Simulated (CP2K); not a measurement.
Crystal: PbS.

```
Pb S
1.0
     4.08970    0.00000    0.00000
    -2.04485    3.54178    0.00000
     0.00000    0.00000    3.78817
Pb S
1 1
Direct
  0.00000 0.00000 0.00000
  0.66667 0.33333 0.50000
```

Measurements of this composition are mostly on another form, of space group No. 225.

Base run:

| Property | Result |
| --- | --- |
| Program | CP2K 2026.2 |
| Functional | PBEsol |
| Potentials or basis | POTENTIAL_UZH Pb GTH-PBE-q4, S GTH-PBE-q6; TZVP-MOLOPT-PBE-GTH basis |
| Density cutoff | 6123 eV |
| k mesh | 8 × 8 × 7 |
| Occupations | fermi-dirac, width 0.05 eV |
| Spin | no spin polarisation |

Its results: pressure -0.7 GPa.

Problem. The run is repeated on the same cell with these changes: functional from PBEsol to PBE; occupations from fermi-dirac, width 0.05 eV to fermi-dirac, width 0.0259 eV. What comes out?

Solution. Pressure 0.9 GPa.

Caveats: the basis of atomic orbitals isn't converged, which shifts pressures, moduli and gaps; the potentials were made for another functional, which shifts forces and pressure (some runs).
